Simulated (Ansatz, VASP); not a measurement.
# Two plane-wave programs on NaH

```
Na H
1.0
     0.00000    2.43996    2.43996
     2.43996    0.00000    2.43996
     2.43996    2.43996    0.00000
Na H
1 1
Cartesian
  0.0000 0.0000 0.0000
  2.4400 2.4400 2.4400
```

Alike in both runs: task single point; functional PBE; k mesh 8 × 8 × 8; no spin polarisation.

|  | VASP | Ansatz |
| --- | --- | --- |
| version | VASP 6.6.1 | Ansatz 0.2.0 |
| potentials or method | VASP PAW PBE potentials, release 64 (Na_pv, H) | plane waves, PAW |
| plane-wave cutoff (eV) | 520 | 420 |
| occupations | gaussian, width 0.01 eV | fixed |
| valence electrons in the cell | 8 | 10 |

```tsv
	VASP	Ansatz	Ansatz less VASP
gap on the k mesh at the Fermi level (eV)	3.71	3.71	+0.002
pressure (GPa)	-0.7	-0.7	+0.03
```

The two sets of potentials don't hold the same shells in valence.

A k mesh can miss the band edges.
